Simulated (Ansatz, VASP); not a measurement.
# Co: VASP beside Ansatz

```
Co
1.0
     2.42738    0.00000    0.00000
    -1.21369    2.10217    0.00000
     0.00000    0.00000    3.92305
Co
2
Direct
  0.33333 0.66667 0.25000
  0.66667 0.33333 0.75000
```

Alike in both runs: task single point; functional LDA; k mesh 9 × 9 × 5; occupations fermi-dirac, width 0.05 eV; collinear spin.

```csv
,VASP,Ansatz
version,VASP 6.6.1,Ansatz 0.2.0
potentials or method,"VASP PAW LDA potentials, release 64 (Co)","plane waves (420 eV) with PAW, scalar-relativistic"
plane-wave cutoff (eV),520,420
valence electrons in the cell,18,34
```

|  | VASP | Ansatz | Ansatz less VASP |
| --- | --- | --- | --- |
| pressure (GPa) | -1.2 | -0.2 | +0.96 |
| largest component of the traceless stress (GPa) | 0.10 | 0.08 | -0.020 |
| net moment per atom (μB) | 1.49 | 1.50 | +0.006 |
| size of the moment on the site where the two differ most (μB) | 1.49 | 1.55 | +0.059 |

Site moments also hang on the region over which each program counts them. The two sets of potentials don't hold the same shells in valence. Ansatz warned: «pseudo_functional_mismatch».
